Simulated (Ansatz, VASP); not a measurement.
**Two plane-wave programs on Cu**

Contents of INCAR:

```
SYSTEM = Cu
PREC     = Accurate       ! precision mode
ENCUT    = 520            ! plane-wave cutoff, eV
EDIFF    = 1E-6           ! SCF threshold, eV
ISMEAR   = 0              ! smearing method
SIGMA    = 0.6            ! smearing width, eV
LREAL    = .FALSE.        ! projectors in reciprocal space
LASPH    = .TRUE.         ! aspherical terms in the spheres
NELM     = 100            ! most SCF steps
ALGO     = Normal         ! electronic algorithm
ISIF     = 2              ! what is computed and relaxed
LWAVE    = .FALSE.        ! write WAVECAR
LCHARG   = .TRUE.         ! write CHGCAR
GGA      = PE             ! functional
LELF     = .TRUE.         ! ELF
LVHAR    = .TRUE.       
NBANDS   = 12             ! bands
```

Contents of KPOINTS:

```
regular mesh
0
G
  15 15 15
  0 0 0
```

The input POSCAR:

```
Cu
1.0
    0.0000000000      1.8145751207      1.8145751207
    1.8145751207      0.0000000000      1.8145751207
    1.8145751207      1.8145751207      0.0000000000
Cu
1
Direct
    0.0000000000      0.0000000000      0.0000000000
```

Input for Ansatz:

```yaml
crystal:
  lattice:
    - [0.0, 1.8145751207, 1.8145751207]
    - [1.8145751207, 0.0, 1.8145751207]
    - [1.8145751207, 1.8145751207, 0.0]
  atoms:
    - { symbol: Cu, position: [0.0, 0.0, 0.0] }
hamiltonian:
  xc: pbe
  pseudopotentials:
    kind: paw
    azcp:
      Cu: "pseudopotentials/Cu.paw.azcp"
basis:
  ecutwfc: 420
  fft_grid_basis: typed
kpoints:
  mp_grid: { grid: [15, 15, 15], shift: [0, 0, 0] }
magnetization:
  spin_polarized: false
scf:
  occupations: { method: gaussian, width: 0.6 }
  lower_state_search: "off"
output:
  stress: true
```

Alike in both runs: task single point; functional PBE; k mesh 15 × 15 × 15; occupations gaussian, width 0.6 eV; no spin polarisation.

|  | VASP | Ansatz |
| --- | --- | --- |
| version | VASP 6.6.1 | Ansatz 0.2.0 |
| potentials or method | VASP PAW PBE potentials, release 64 (Cu) | plane waves (420 eV) with PAW, scalar-relativistic |
| plane-wave cutoff (eV) | 520 | 420 |
| valence electrons in the cell | 11 | 19 |

```tsv
	VASP	Ansatz	Ansatz less VASP
pressure (GPa)	0.8	0.3	-0.57
```

The two sets of potentials don't hold the same shells in valence.
